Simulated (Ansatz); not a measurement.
# CdO (Fm-3m): seeking the equilibrium cell

Where does the pressure of CdO (Fm-3m) vanish?

Method: DFT PBEsol, scalar-relativistic, plane waves, PAW, in Ansatz 0.2.0.

### 1 Starting point

The structure is cubic, space group Fm-3m (No. 225). Conventional cell: a = 4.699 Å, b = 4.699 Å, c = 4.699 Å, α = 90.00°, β = 90.00°, γ = 90.00°. Cd (site symmetry m-3m) has 6 O at 2.35 Å as nearest neighbours. O (site symmetry m-3m) is surrounded by 6 Cd at 2.35 Å.

Structure file:

```xyz
2
Lattice="0.0000 2.3495 2.3495 2.3495 0.0000 2.3495 2.3495 2.3495 0.0000" Properties=species:S:1:pos:R:3 pbc="T T T"
Cd    0.0000    0.0000    0.0000
O     2.3495    2.3495    2.3495
```

### 2 First run, at the start cell

input.yaml reads:

```yaml
crystal:
  lattice:
    - [0.0, 2.3495, 2.3495]
    - [2.3495, 0.0, 2.3495]
    - [2.3495, 2.3495, 0.0]
  atoms:
    - { symbol: Cd, position: [0.0, 0.0, 0.0] }
    - { symbol: O, position: [0.5, 0.5, 0.5] }
basis:
  ecutwfc: 420
  ecutrho_ratio: 4
kpoints:
  mp_grid: { grid: [12, 12, 12] }
hamiltonian:
  xc: pbesol
scf:
  occupations: { method: gaussian, width: 0.05 }
output:
  forces: true
  stress: true
  eigenvalues: true
```

Started as:

```sh
ansatz run input.yaml --threads 1 --pin off --max-ram 2560MiB --backend cpu --events-out ev --progress --plain --runs-dir out
```

After this run come: A new volume, run 2.

Before running it: what results should come out? Wanted: volume; pressure; conventional cell; gap on the mesh.

**Answer**, as computed:

| quantity | value |
| --- | --- |
| volume | 12.900 Å³/atom |
| pressure | -0.03 GPa |
| conventional cell | a = 4.691 Å, b = 4.691 Å, c = 4.691 Å, α = 90.00°, β = 90.00°, γ = 90.00° |
| gap on the mesh | none (metal) |

In words: The volume went from 12.97 to 12.90 Å³/atom (-0.5 %), where 0.03 GPa is left.

Real CdO has a narrow gap, which semilocal functionals close or nearly close; near the undistorted cell a metallic reading is the functional's, not the solid's.
